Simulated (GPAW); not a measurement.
# AlAu2 (I4/mmm) in GPAW: equation of state

How stiff is AlAu2 in PBEsol, and what volume does it want? The cell is scaled to several volumes.

Everything below comes from runs of GPAW 26.7.0. Logs are shortened: lines on timing, memory, paths and dates and some standing lists are left out, and cuts for length are marked. The log counts tension as positive stress, the text compression.

## Step 1: The structure

It takes space group I4/mmm (No. 139, tetragonal). The conventional cell has a = 3.343 Å, b = 3.343 Å, c = 8.798 Å, α = 90.00°, β = 90.00°, γ = 90.00°. Au (site symmetry 4mm) is surrounded by 5 Al at 2.73 to 3.02 Å and 5 Au at 2.75 to 2.88 Å. Al (site symmetry 4/mmm) has 10 Au at 2.73 to 3.02 Å as nearest neighbours.

The cell comes from a database or a generator and needn't be the stable form of this composition.

## Step 2: Equation of state, PBEsol

File run.py:

```python
from ase import Atoms
from ase.eos import EquationOfState
from ase.io import Trajectory
from ase.units import GPa
from ase.parallel import parprint
from gpaw import GPAW, PW, setup_paths

setup_paths.insert(0, '.')

atoms = Atoms(['Au', 'Au', 'Al'],
              cell=[[-1.671514475, 1.671514475, 4.39907524],
                    [1.671514475, -1.671514475, 4.39907524],
                    [1.671514475, 1.671514475, -4.39907524]],
              scaled_positions=[[0.3437272, 0.3437272, 0.0],
                                [0.6562728, 0.6562728, 0.0],
                                [0.0, 0.0, 0.0]],
              pbc=True)

traj = Trajectory('eos.traj', 'w')
volumes, energies = [], []
for x in [0.94, 0.96, 0.98, 1.0, 1.02, 1.04, 1.06]:
    a = atoms.copy()
    a.set_cell(atoms.cell * x**(1 / 3), scale_atoms=True)
    calc = GPAW(mode=PW(600),
                xc='PBEsol',
                kpts={'size': (11, 11, 11), 'gamma': True},
                occupations={'name': 'fermi-dirac', 'width': 0.05},
                nbands=26,
                convergence={'density': 1e-05, 'energy': 1e-05},
                maxiter=150,
                txt=f'eos-{x:.2f}.txt')
    a.calc = calc
    energies.append(a.get_potential_energy(force_consistent=True))
    volumes.append(a.get_volume())
    p = -a.get_stress()[:3].mean() / GPa
    calc.write(f'eos-{x:.2f}.gpw')
    traj.write(a)
    parprint(f'{x:.2f} {volumes[-1]:10.4f} A^3 {energies[-1]:14.6f} eV {p:9.3f} GPa', flush=True)

v0, e0, B = EquationOfState(volumes, energies, eos='birchmurnaghan').fit()
parprint(f'V0 = {v0:.4f} A^3, E0 = {e0:.6f} eV, B0 = {B / GPa:.2f} GPa')
```

Potentials or basis: PAW data sets generated in the run's folder for this functional, pw.

Run with:

```
gpaw-setup -f PBEsol Al Au
OMP_NUM_THREADS=1 mpirun -n 4 gpaw python run.py
```

What it wrote:

```text
__  _  _
 | _ |_)|_||  |
 |__||  | ||/\| - 26.7.0

Input parameters:
  mode=PW(ecut=600.0),
  convergence={'density': 1e-05, 'energy': 1e-05},
  kpts=MonkhorstPack(size=(11, 11, 11), gamma=True),
  maxiter=150,
  nbands=26,
  occupations=Occupations(name='fermi-dirac', width=0.05),
  xc=XC(name='PBEsol')

Diagonalizing LCAO Hamiltonian
Converting LCAO to pw mode

       Au

       Au

       Al

Atoms  # Å, Bohr magnetons
|   | symbol |        x |         y |        z |    initial magnetic moments |
|---|--------|----------|-----------|----------|-----------------------------|
| 0 |     Au | 0.000000 | -0.000000 | 2.983292 | ( 0.0000,  0.0000,  0.0000) |
| 1 |     Au | 0.000000 | -0.000000 | 5.695950 | ( 0.0000,  0.0000,  0.0000) |
| 2 |     Al | 0.000000 |  0.000000 | 0.000000 | ( 0.0000,  0.0000,  0.0000) |

Unit cell  # Å
| periodic |         x |         y |         z |  lengths |     angles |
|----------|-----------|-----------|-----------|----------|------------|
|      yes | -1.648924 |  1.648924 |  4.339621 | 4.926480 | 140.890650 |
|      yes |  1.648924 | -1.648924 |  4.339621 | 4.926480 | 140.890650 |
|      yes |  1.648924 |  1.648924 | -4.339621 | 4.926480 |  56.503437 |

Number of symmetries: 16
Symmetry operations  # r_c * U_cc + t_c -> r_c
|    | kind |            matrix            |
|----|------|------------------------------|
|  0 |  σ   |  1, 1, 1,  0, 0,-1,  0,-1, 0 |
|  1 |  C4  |  1, 1, 1,  0, 0,-1, -1, 0, 0 |
|  2 |  E   |  1, 0, 0,  0, 1, 0,  0, 0, 1 |
|  3 |  σ   |  1, 0, 0,  0, 1, 0, -1,-1,-1 |
|  4 |  σ   |  0, 1, 0,  1, 0, 0,  0, 0, 1 |
|  5 |  C2  |  0, 1, 0,  1, 0, 0, -1,-1,-1 |
|  6 |  C2  |  0, 0, 1, -1,-1,-1,  1, 0, 0 |
|  7 |  S4  |  0, 0, 1, -1,-1,-1,  0, 1, 0 |
|  8 |  C4  |  0, 0,-1,  1, 1, 1,  0,-1, 0 |
|  9 |  σ   |  0, 0,-1,  1, 1, 1, -1, 0, 0 |
| 10 |  σ   |  0,-1, 0, -1, 0, 0,  1, 1, 1 |
| 11 |  C2  |  0,-1, 0, -1, 0, 0,  0, 0,-1 |
| 12 |  C2  | -1, 0, 0,  0,-1, 0,  1, 1, 1 |
| 13 |  i   | -1, 0, 0,  0,-1, 0,  0, 0,-1 |
| 14 |  S4  | -1,-1,-1,  0, 0, 1,  1, 0, 0 |
| 15 |  C2  | -1,-1,-1,  0, 0, 1,  0, 1, 0 |

BZ-sampling:
  Number of BZ points: 1331
  Number of IBZ points: 126

  Monkhorst-Pack size: [11, 11, 11]
  Monkhorst-Pack shift: [0, 0, 0]

K-points  # in reciprocal-cell coordinates
|     |                                coordinates |     weight |
|-----|--------------------------------------------|------------|
|   0 | (  0.00000000,   0.00000000,   0.00000000) | 0.00075131 |
|   1 | (  0.09090909,  -0.09090909,   0.00000000) | 0.00300526 |
|   2 | (  0.09090909,  -0.09090909,   0.09090909) | 0.00300526 |
|   3 | (  0.09090909,   0.00000000,   0.00000000) | 0.00601052 |
|   4 | (  0.09090909,   0.09090909,  -0.09090909) | 0.00150263 |
|   5 | (  0.18181818,  -0.18181818,   0.00000000) | 0.00300526 |
|   6 | (  0.18181818,  -0.18181818,   0.09090909) | 0.00601052 |
|   7 | (  0.18181818,  -0.18181818,   0.18181818) | 0.00300526 |
|   8 | (  0.18181818,  -0.09090909,   0.00000000) | 0.01202104 |
|   9 | (  0.18181818,  -0.09090909,   0.09090909) | 0.00601052 |
| ... |                                            |            |
| 125 | (  0.45454545,   0.45454545,   0.45454545) | 0.00601052 |

Plane wave coefficients: 1599
Cutoff: 600.0 eV

Spin-components: 1 (collinear spins)
Bands:           26
Projectors:      17
Spin-degeneracy: 2
Datatype:        complex128

Parallelization:
  kpt:    4
  domain: 1
  band:   1

Density:
  Valence electrons: 25.0
  Components: 1
  Grid points: [28 28 28]
  Charge: 0.0  # |e|

Potential:
  Grid points: [28 28 28]

species:
  Au:
    name:    Gold
    Z:       79.0
    valence: 11
    core:    68
    charge:  0.0  # [|e|]
    compensation charges:
      type: gauss
      rc: 0.42  # [Å]
      lmax: 2
    cutoffs:
      filter: 2.33  # [Å]
      core: 2.81  # [Å]
    projectors
    | kind |    occ | energy [eV] | rcut [Å] |
    |------|--------|-------------|----------|
    |   6s |  1.000 |      -5.766 |    1.323 |
    |   6p |  0.000 |      -0.708 |    1.323 |
    |   5d | 10.000 |      -6.915 |    1.323 |
    |    s |        |      21.446 |    1.323 |
    |    p |        |      26.504 |    1.323 |
    |    d |        |      20.296 |    1.323 |

    Using partial waves for Au as LCAO basis

  Al:
    name:    Aluminium
    Z:       13.0
    valence: 3
    core:    10
    charge:  0.0  # [|e|]
    compensation charges:
      type: gauss
      rc: 0.34  # [Å]
      lmax: 2
    cutoffs:
      filter: 1.91  # [Å]
      core: 2.36  # [Å]
    projectors
    | kind |    occ | energy [eV] | rcut [Å] |
    |------|--------|-------------|----------|
    |   3s |  2.000 |      -7.715 |    1.085 |
    |   3p |  1.000 |      -2.689 |    1.085 |
    |    s |        |      19.497 |    1.085 |
    |    p |        |      24.522 |    1.085 |
    |    d |        |       0.000 |    1.085 |

    Using partial waves for Al as LCAO basis

Reference energy: -1039501.439172  # eV

eigensolver:
  PPCG
  Converge bands: occupied
  niter=2

density mixing:
  MSR1-Mixer
  Pratt-step length: 0.05
  Maximum mixing coefficient: 0.75
  Old densities: 10
  SVD Regularization: 0.005
  Good broyden scale: 1.0
  Trust region scale: 1.0
  Backstep threshold: 4.0
  History deletion threshold: 6.0
  Fourier metric: weight=20.0, sigma=0.015

occupation numbers:
  Fermi-Dirac:
    width: 0.0500  # eV

poisson solver:
  ecut: 4800.0  # eV

xc functional:
  name: PBEsol with 2 nearest neighbor stencil

convergence criteria:
- Maximum integral of absolute [dens]ity change: 1e-05 electrons / valence electron
- Maximum [total energy] change in last 3 cyles: 1e-05 eV / valence electron
- Maximum integral of absolute [eigenst]ate change: 4e-08 eV^2 / valence electron
maximum number of iterations: 150

SCF iterations
|iter     | |      energy | eigst |  dens |
|---------|-|-------------|-------|-------|
|iter:   1| |  -14.447234 | +0.24 |       |
|iter:   2| |  -14.013366 | -2.33 | -0.90 |
|iter:   3| |  -12.820265 | -1.47 | -0.96 |
|iter:   4| |  -12.792111 | -3.22 | -1.68 |
|iter:   5| |  -12.785245 | -3.64 | -2.01 |
|iter:   6| |  -12.784985 | -4.87 | -2.73 |
|iter:   7| |  -12.784986 | -5.78 | -3.28 |
|iter:   8| |  -12.784985c| -7.79c| -4.15 |
|iter:   9| |  -12.784985c| -7.47c| -4.56 |
|iter:  10| |  -12.784985c| -8.16c| -5.40c|

Converged in 10 steps
Energy contributions relative to reference atoms: (reference = -1039501.439172)

Energy contributions:
  Kinetic:         -16.108923
  Coulomb:          14.871903
  Zero:              0.376786
  External:          0.000000
  Xc:              -11.922253
  Entropy:          -0.004997
  Spinorbit:         0.000000
  ----------------------------
  Free energy:     -12.787484
  Extrapolated:    -12.784985

dipole moment: (-14.270858, -14.270858, 22.702621)  # |e|*Ang

Fermi level: 10.316
Eigenvalues  # (at kpt = [0.000, 0.000, 0.000])
| band index |      eig [eV] | occ [0-2] |
|------------|---------------|-----------|
|          0 |        -1.046 |     2.000 |
|        ... |               |           |
|          4 |         4.999 |     2.000 |
|          5 |         5.066 |     2.000 |
|          6 |         5.272 |     2.000 |
|          7 |         5.272 |     2.000 |
|          8 |         5.360 |     2.000 |
|          9 |         5.360 |     2.000 |
[... 8 lines left out ...]
|         18 |        17.770 |     0.000 |
|         19 |        19.576 |     0.000 |
|        ... |               |           |
|         25 |        30.719 |     0.000 |

No gap
No difference between direct/indirect transitions

Stress tensor  # eV/Ang^3
|         x |         y |         z |
|-----------|-----------|-----------|
| -0.034076 |  0.000000 |  0.000000 |
|  0.000000 | -0.034076 |  0.000000 |
|  0.000000 |  0.000000 | -0.047350 |

# Writing to eos-0.96.gpw (mode='')
```

Run time: 11 min. Hardware: 4 MPI ranks of Intel Xeon at 2.50GHz (Skylake/Cascade Lake), shared host; peak memory 0.36 GiB.

What came out:

```yaml
Equilibrium_volume: 16.31 Å³/atom
Bulk_modulus_at_fixed_shape_and_positions: 155 GPa
Pressure_derivative_of_the_bulk_modulus: 5.6
```

Energy against volume, from the lowest point:
```
volume (Å³/atom)  energy (meV/atom)
          15.405              27.54
          15.732              10.64
          16.060               1.79
          16.388               0.00
          16.716               4.41
          17.043              14.24
          17.371              28.81
```

Caveat: with this Au data set, volumes or pressures lay over 1.5 % or 2 GPa off other programs in two to four cells of ten; the cell was scaled at fixed shape and fractional positions, which overstates the stiffness of a crystal with free parameters, most of all of layers and chains; the program warned that so skewed a cell can give wrong results.
